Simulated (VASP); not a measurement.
# PtSe2 (P-3m1) in VASP: further runs

Runs on PtSe2. Level: PBE+D3(BJ). Tasks: relaxation of cell and atoms, vibrations by finite differences.

Everything below comes from runs of VASP 6.6.1. Logs are shortened: lines on timing, memory, paths and dates and some standing lists are left out, and cuts for length are marked.

**1. The structure**

The structure is trigonal, space group P-3m1 (No. 164). The conventional cell has a = 3.724 Å, b = 3.724 Å, c = 5.062 Å, α = 90.00°, β = 90.00°, γ = 120.00°. Pt (site symmetry -3m) has 6 Se at 2.49 Å as nearest neighbours. Se (site symmetry 3m) has 3 Pt at 2.49 Å as nearest neighbours.

**2. Relaxation of cell and atoms, PBE+D3(BJ)**

The input, INCAR:

```
SYSTEM = PtSe2
  PREC = Accurate
  ENCUT = 520
  EDIFF = 1E-7
  ISMEAR = 0
  SIGMA = 0.02
  LREAL = .FALSE.
  LASPH = .TRUE.
  NELM = 60
  ALGO = Normal
  ISIF = 3
  LWAVE = .FALSE.
  LCHARG = .FALSE.
  GGA = PE
  IVDW = 12
  IBRION = 2
  NSW = 80
  EDIFFG = -0.002
```

The input, KPOINTS:

```
Automatic mesh
0
G
  3 3 2
  0 0 0
```

The input, POSCAR:

```
PtSe2
1.0
    3.7240000000      0.0000000000      0.0000000000
   -1.8620000000      3.2250786000      0.0000000000
    0.0000000000      0.0000000000      5.0620000000
Pt Se
1 2
Direct
    0.0000000000      0.0000000000      0.0000000000
    0.3333333300      0.6666666700      0.2500000000
    0.6666666700      0.3333333300      0.7500000000
```

Potentials or basis: VASP PAW PBE potentials, release 64 (Pt, Se).

Run with:

```
> cat potpaw_PBE.64/Pt/POTCAR potpaw_PBE.64/Se/POTCAR > POTCAR
> mpirun -np 4 vasp_std > vasp.out
```

OUTCAR:

```text
SYSTEM = PtSe2
   PREC = Accurate
   ENCUT = 520
   EDIFF = 1E-7
   ISMEAR = 0
   LREAL = .FALSE.
   LASPH = .TRUE.
   NELM = 60
   ISIF = 3
   GGA = PE
   IVDW = 12
   IBRION = 2
   NSW = 80
   EDIFFG = -0.002
 IVDW          = 12

 ion  position               nearest neighbor table
   1  0.000  0.000  0.000-   2 2.49   3 2.49   2 2.49   3 2.49   3 2.49   2 2.49
   2  0.333  0.667  0.250-   1 2.49   1 2.49   1 2.49
   3  0.667  0.333  0.750-   1 2.49   1 2.49   1 2.49

  LATTYP: Found a hexagonal cell.
 ALAT       =     3.7240000000
 C/A-ratio  =     1.3592910849

  Lattice vectors:

 A1 = (   3.7240000000,   0.0000000000,   0.0000000000)
 A2 = (  -1.8620000000,   3.2250786000,   0.0000000000)
 A3 = (   0.0000000000,   0.0000000000,   5.0620000000)

Analysis of symmetry for initial positions (statically):
=====================================================================
 Subroutine PRICEL returns:
 Original cell was already a primitive cell.

 Routine SETGRP: Setting up the symmetry group for a
 hexagonal supercell.

 Subroutine GETGRP returns: Found 12 space group operations
 (whereof 12 operations were pure point group operations)
 out of a pool of 24 trial point group operations.

The static configuration has the point symmetry D_3d.

Analysis of symmetry for dynamics (positions and initial velocities):
=====================================================================
 Subroutine PRICEL returns:
 Original cell was already a primitive cell.

 Routine SETGRP: Setting up the symmetry group for a
 hexagonal supercell.

 Subroutine GETGRP returns: Found 12 space group operations
 (whereof 12 operations were pure point group operations)
 out of a pool of 24 trial point group operations.

The dynamic configuration has the point symmetry D_3d.

 Subroutine INISYM returns: Found 12 space group operations
 (whereof 12 operations are pure point group operations),
 and found     1 'primitive' translations

----------------------------------------------------------------------------------------

                                     Primitive cell

  volume of cell :      60.7956

  direct lattice vectors                    reciprocal lattice vectors
     3.724000000  0.000000000  0.000000000     0.268528464  0.155034981  0.000000000
    -1.862000000  3.225078600  0.000000000     0.000000000  0.310069962  0.000000000
     0.000000000  0.000000000  5.062000000     0.000000000  0.000000000  0.197550375

[... 57 lines left out ...]
   PREC   = accura    normal or accurate (medium, high low for compatibility)
   ISTART =      0    job   : 0-new  1-cont  2-samecut
   ICHARG =      2    charge: 1-file 2-atom 10-const
   ISPIN  =      1    spin polarized calculation?
   LNONCOLLINEAR =      F non collinear calculations
   LSORBIT =      F    spin-orbit coupling
   LASPH  =      T    aspherical Exc in radial PAW
   ENCUT  =  520.0 eV  38.22 Ry    6.18 a.u.   6.92  6.92  9.41*2*pi/ulx,y,z
   NELM   =     60;   NELMIN=  2; NELMDL= -5     # of ELM steps
   EDIFF  = 0.1E-06   stopping-criterion for ELM
   LREAL  =      F    real-space projection
   EDIFFG = -.2E-02   stopping-criterion for IOM
   NSW    =     80    number of steps for IOM
   IBRION =      2    ionic relax: 0-MD 1-quasi-New 2-CG
   NFREE  =      1    steps in history (QN), initial steepest desc. (CG)
   ISIF   =      3    stress and relaxation
   ISYM   =      2    0-nonsym 1-usesym 2-fastsym
   POTIM  = 0.5000    time-step for ionic-motion
   TEBEG  =    0.0;   TEEND  =   0.0 temperature during run
   PSTRESS=    0.0 pullay stress
   NELECT =      22.0000    total number of electrons
   NUPDOWN=      -1.0000    fix difference up-down
   EMIN   =  10.00;   EMAX   =-10.00  energy-range for DOS
   EFERMI =   0.00;   METHOD = LEGACY
   ISMEAR =     0;   SIGMA  =   0.02  broadening in eV -4-tet -1-fermi 0-gaus
   EFERMI_NEDOS =   21; number of points for ismear=-14 and -15
   IALGO  =     38    algorithm
   IMIX   =      4    mixing-type and parameters
     AMIX     =   0.40;   BMIX     =  1.00
     AMIX_MAG =   1.60;   BMIX_MAG =  1.00
  volume/ion in A,a.u.               =      20.27       136.76
  Fermi-wavevector in a.u.,A,eV,Ry     =   1.166608  2.204570 18.517184  1.360975
  Thomas-Fermi vector in A             =   2.303119
   LORBIT       =      0    0 simple, 1 ext, 2 COOP (PROOUT), +10 PAW based schemes
   GGA     = PE    functional components
   LHFCALC =     F    Hartree Fock is set to
   AEXX    =    0.0000 exact exchange contribution
   IVDW    =    12    specifies the selected vdW correction
   LEPSILON=     F    determine dielectric tensor
   LRPA    =     F    only Hartree local field effects (RPA)
 conjugate gradient relaxation of ions
 non-spin polarized calculation
 Gauss-broadening in eV      SIGMA  =   0.02
  energy-cutoff  :      520.00
  volume of cell :       60.80
 maximum number of plane-waves:      1650
 NGX is ok and might be reduce to    28
   NGX = 13   NGY = 13   NGZ = 19

--------------------------------------- Ionic step        1  -------------------------------------------

 number of electron      21.9999999 magnetization

 Free energy of the ion-electron system (eV)
  ---------------------------------------------------
  ext. energy  EPLUGINS =         0.00000000
  ---------------------------------------------------
  free energy    TOTEN  =       -14.26686070 eV

  energy without entropy =      -14.26486335  energy(sigma->0) =      -14.26586202

------------------------ aborting loop because EDIFF is reached ----------------------------------------

 Edisp (eV)   -1.43094

 E8    (eV) :    -0.6140
[... 108 lines left out ...]
  FREE ENERGIE OF THE ION-ELECTRON SYSTEM (eV)
  ---------------------------------------------------
  free  energy   TOTEN  =       -15.7163996342 eV

  energy  without entropy=      -15.7144022834  energy(sigma->0) =      -15.71540096

[... ionic steps 4 to 15 ...]

--------------------------------------- Ionic step       16  -------------------------------------------

 number of electron      21.9999999 magnetization

------------------------ aborting loop because EDIFF is reached ----------------------------------------
[... 77 lines left out ...]
--------------------------------------- Ionic step       18  -------------------------------------------

 number of electron      21.9999999 magnetization

 Free energy of the ion-electron system (eV)
  ---------------------------------------------------
  ext. energy  EPLUGINS =         0.00000000
  ---------------------------------------------------
  free energy    TOTEN  =       -14.29280458 eV

  energy without entropy =      -14.29080723  energy(sigma->0) =      -14.29180591

 E-fermi :   6.4157     XC(G=0): -10.6553

 val. band max:        5.4226667686   @ k =   0.0000   0.0000   0.0000
 cond. band min:       6.4252572295   @ k =   0.3333   0.3333   0.0000
 fundamental gap:      1.0025904608
 Fermi energy:         6.4157185702

 k-point     1 :       0.0000    0.0000    0.0000
  band No.  band energies     occupation
      1      -9.1217      2.00000
      2      -6.2851      2.00000
      3      -0.6348      2.00000
      4       0.2018      2.00000
      5       0.2018      2.00000
      6       2.6060      2.00000
[... 137 lines left out ...]
  FREE ENERGIE OF THE ION-ELECTRON SYSTEM (eV)
  ---------------------------------------------------
  free  energy   TOTEN  =       -15.7223542095 eV

  energy  without entropy=      -15.7203568587  energy(sigma->0) =      -15.72135553

 reached required accuracy - stopping structural energy minimisation
```

Run time: 23 s. Hardware: 4 MPI ranks of Intel Xeon Platinum 8488C (Sapphire Rapids), shared host; peak memory 0.13 GiB.

What came out:

```
Free energy                            : -15.7224 eV
Relaxed volume                         : 20.32 Å³/atom
Relaxed cell                           : a = 3.758 Å, b = 3.758 Å, c = 4.983 Å, α = 90.00°, β = 90.00°, γ = 120.00°
Space group after relaxing (to 0.05 Å) : P-3m1 (No. 164)
Energy gained by relaxing              : 8.2 meV/atom
Ionic steps                            : 18
Pressure after relaxing                : 0.0 GPa
Band gap on the k mesh                 : none (metal or under the smearing width)
Dispersion energy per atom             : -0.477 eV
```

The path:
```
step  energy change (eV)  largest force (eV/Å)  pressure (GPa)  volume (Å³)
   1              0.0000                0.5069            3.23        60.80
   2              0.0294                0.4327           -5.32        64.46
   3             -0.0186                0.1186           -0.35        62.15
   4             -0.0186                0.1259           -0.29        62.13
   5             -0.0206                0.0972           -0.21        61.89
   6             -0.0239                0.0083            0.05        61.17
   7             -0.0241                0.0194            0.14        60.96
   8             -0.0243                0.0510           -0.37        61.09
   9             -0.0244                0.0397           -0.18        61.04
  10             -0.0244                0.0289            0.21        60.83
  11             -0.0245                0.0026            0.03        60.93
  12             -0.0245                0.0034            0.03        60.93
  13             -0.0245                0.0041            0.03        60.93
  14             -0.0245                0.0219           -0.08        60.99
  15             -0.0245                0.0047            0.02        60.93
  16             -0.0245                0.0044           -0.02        60.96
  17             -0.0245                0.0045           -0.02        60.96
  18             -0.0246                0.0001            0.00        60.95
```

Final structure:
```
Pt Se
1.0
     3.75837    0.00000    0.00000
    -1.87919    3.25484    0.00000
     0.00000    0.00000    4.98284
Pt Se
1 2
Cartesian
  0.0000 0.0000 0.0000
  0.0000 2.1699 1.2811
  1.8792 1.0849 3.7017
```

Levels at points of the mesh, in eV from the Fermi level:
```
           k point  band 9  band 10  band 11  band 12  band 13  band 14
(0.00, 0.00, 0.00)   -0.99    -0.99     0.58     1.30     1.30     3.55
(0.00, 0.00, 0.50)   -1.70    -1.53    -1.53     2.29     2.29     4.91
```

Caveat: the k mesh is coarse (spacing up to 0.65 Å⁻¹), so the values aren't converged; pairwise dispersion overbinds metals, which lowers pressure and volume.

**3. Relaxation of cell and atoms, PBE+D3(BJ)**

This run uses another cell than the first one, of 20.32 Å³/atom, 1.003 times its volume.

INCAR is that of step 2.

KPOINTS is that of step 2.

The input, POSCAR:

```
PtSe2                                   
1.0
    3.7583704269      0.0000000000      0.0000000000
   -1.8791852134      3.2548442627      0.0000000000
    0.0000000000      0.0000000000      4.9828358704
  Pt              Se            
     1     2
Direct
     0.0000000000000000    0.0000000000000000    0.0000000000000000
     0.3333333300000021    0.6666666699999979    0.2571078577019265
     0.6666666699999979    0.3333333300000021    0.7428921422980734
```

Potentials or basis: VASP PAW PBE potentials, release 64 (Pt, Se).

Run with:

```
> cat potpaw_PBE.64/Pt/POTCAR potpaw_PBE.64/Se/POTCAR > POTCAR
> mpirun -np 4 vasp_std > vasp.out
```

OUTCAR:

```text
SYSTEM = PtSe2
   PREC = Accurate
   ENCUT = 520
   EDIFF = 1E-7
   ISMEAR = 0
   LREAL = .FALSE.
   LASPH = .TRUE.
   NELM = 60
   ISIF = 3
   GGA = PE
   IVDW = 12
   IBRION = 2
   NSW = 80
   EDIFFG = -0.002
 IVDW          = 12

 ion  position               nearest neighbor table
   1  0.000  0.000  0.000-   2 2.52   3 2.52   2 2.52   3 2.52   3 2.52   2 2.52
   2  0.333  0.667  0.257-   1 2.52   1 2.52   1 2.52
   3  0.667  0.333  0.743-   1 2.52   1 2.52   1 2.52

[... 292 lines left out ...]

 Edisp (eV)   -1.42955

 E8    (eV) :    -0.6139

  FORCE on cell =-STRESS in cart. coord.  units (eV):
  Direction    XX          YY          ZZ          XY          YZ          ZX
  --------------------------------------------------------------------------------------
  -------------------------------------------------------------------------------------
  Total      -0.00160    -0.00160     0.00469    -0.00000     0.00000    -0.00000
  in kB      -0.04215    -0.04215     0.12339    -0.00000     0.00000    -0.00000
  external pressure =        0.01 kB  Pullay stress =        0.00 kB

 VOLUME and BASIS-vectors are now :
 -----------------------------------------------------------------------------
  energy-cutoff  :      520.00
  volume of cell :       60.95
      direct lattice vectors                 reciprocal lattice vectors
     3.758370427  0.000000000  0.000000000     0.266072762  0.153617181  0.000000000
    -1.879185213  3.254844263  0.000000000     0.000000000  0.307234362  0.000000000
     0.000000000  0.000000000  4.982835870     0.000000000  0.000000000  0.200688930

 POSITION                                       TOTAL-FORCE (eV/Angst)
 -----------------------------------------------------------------------------------
      0.00000      0.00000      0.00000         0.000000      0.000000      0.000000
     -0.00000      2.16990      1.28113        -0.000000     -0.000000     -0.000043
      1.87919      1.08495      3.70171         0.000000      0.000000      0.000043
 -----------------------------------------------------------------------------------
    total drift:                                0.000000     -0.000000      0.000000

  FREE ENERGIE OF THE ION-ELECTRON SYSTEM (eV)
  ---------------------------------------------------
  free  energy   TOTEN  =       -15.7224250334 eV

  energy  without entropy=      -15.7204276826  energy(sigma->0) =      -15.72142636

 reached required accuracy - stopping structural energy minimisation
```

OSZICAR:

```text
N       E                     dE             d eps       ncg     rms          rms(c)
DAV:   1     0.115933890170E+03    0.11593E+03   -0.10423E+04   192   0.122E+03
DAV:   2    -0.104669972540E+02   -0.12640E+03   -0.12404E+03   248   0.224E+02
DAV:   3    -0.150040475800E+02   -0.45371E+01   -0.44973E+01   232   0.454E+01
DAV:   4    -0.150313115425E+02   -0.27264E-01   -0.27263E-01   248   0.387E+00
DAV:   5    -0.150316255724E+02   -0.31403E-03   -0.31403E-03   256   0.384E-01    0.122E+01
DAV:   6    -0.145353588329E+02    0.49627E+00   -0.44366E+00   200   0.206E+01    0.745E+00
DAV:   7    -0.143072186373E+02    0.22814E+00   -0.85810E-01   200   0.961E+00    0.394E+00
DAV:   8    -0.142986063136E+02    0.86123E-02   -0.78630E-02   232   0.179E+00    0.797E-01
DAV:   9    -0.142927480070E+02    0.58583E-02   -0.15813E-02   208   0.132E+00    0.181E-01
DAV:  10    -0.142928367649E+02   -0.88758E-04   -0.21965E-03   256   0.296E-01    0.459E-02
DAV:  11    -0.142928783574E+02   -0.41592E-04   -0.81117E-05   240   0.726E-02    0.325E-02
DAV:  12    -0.142928752754E+02    0.30820E-05   -0.11269E-05   240   0.324E-02    0.855E-03
DAV:  13    -0.142928753469E+02   -0.71518E-07   -0.36527E-06   208   0.118E-02    0.177E-03
DAV:  14    -0.142928754087E+02   -0.61799E-07   -0.12115E-07   216   0.276E-03
   1 F= -.15722425E+02 E0= -.15721426E+02  d E =-.157224E+02
```

Wall time 2.6 s (4 MPI ranks of Intel Xeon Platinum 8488C (Sapphire Rapids), shared host); peak memory 0.13 GiB.

What came out:

- Free energy: -15.7224 eV
- Pressure after relaxing: 0.0 GPa
- Band gap on the k mesh: none (metal or under the smearing width)
- Dispersion energy per atom: -0.477 eV

Final structure:
```
CELL_PARAMETERS angstrom
3.75837 0.00000 0.00000
-1.87919 3.25484 0.00000
0.00000 0.00000 4.98284
ATOMIC_POSITIONS crystal
Pt 0.00000 0.00000 0.00000
Se 0.33333 0.66667 0.25711
Se 0.66667 0.33333 0.74289
```

Caveat: the k mesh is coarse (spacing up to 0.64 Å⁻¹), so the values aren't converged; the relaxation stopped at its first step, so nothing moved; pairwise dispersion overbinds metals, which lowers pressure and volume.

**4. Vibrations by finite differences, PBE+D3(BJ)**

This run uses another cell than the first one, of 20.32 Å³/atom, 1.003 times its volume.

The input, INCAR:

```
  ALGO = Normal
  EDIFF = 1E-8
  ENCUT = 520
  GGA = PE
  IBRION = 6
  ISIF = 3
  ISMEAR = 0
  IVDW = 12
  LASPH = True
  LCHARG = False
  LREAL = False
  LWAVE = False
  NELM = 60
  NFREE = 2
  NSW = 1
  POTIM = 0.015
  PREC = Accurate
  SIGMA = 0.02
```

The input, KPOINTS:

```
k-points
0
Gamma
  3 3 2
```

Changes to POSCAR since step 3:

```diff
@@ -9,3 +9,3 @@
      0.0000000000000000    0.0000000000000000    0.0000000000000000
-     0.3333333300000021    0.6666666699999979    0.2571078577019265
-     0.6666666699999979    0.3333333300000021    0.7428921422980734
+     0.3333333300000021    0.6666666699999979    0.2571078577019250
+     0.6666666699999979    0.3333333300000021    0.7428921422980750
```

Run with:

```
> cat potpaw_PBE.64/Pt/POTCAR potpaw_PBE.64/Se/POTCAR > POTCAR
> mpirun -np 4 vasp_std > vasp.out
```

Run time: 40 s. Hardware: 4 MPI ranks of Intel Xeon Platinum 8488C (Sapphire Rapids), shared host; peak memory 0.14 GiB.

The run converged. Its results:

```
Voigt bulk modulus            : 84 GPa
Highest phonon frequency at Γ : 231 cm⁻¹
Dispersion energy per atom    : -0.476 eV
```

Phonon frequencies in cm⁻¹ (negative: imaginary):
```
              q point                     frequencies
(0.000, 0.000, 0.000)  -6 0 0 152 159 159 218 231 231
```

Elastic tensor in Voigt notation (GPa, in the Cartesian axes of the cell as first typed):
```
158  99  43   6   0   0
 99 158  43  -6   0   0
 43  43  70   0   0   0
  6  -6   0  15   0   0
  0   0   0   0  15   6
  0   0   0   0   6  29
```

Clamped-ion elastic tensor (GPa):
```
199 135  88  -3   0   0
135 199  88   3   0   0
 88  88 123   0   0   0
 -3   3   0  42   0   0
  0   0   0   0  42  -3
  0   0   0   0  -3  32
```

Caveat: the k mesh is coarse (spacing up to 0.64 Å⁻¹), so the values aren't converged; elastic constants of metals need much finer meshes, so these are rough; pairwise dispersion overbinds metals, which lowers pressure and volume. Spin-orbit coupling is left out, which matters for the levels of Pt.
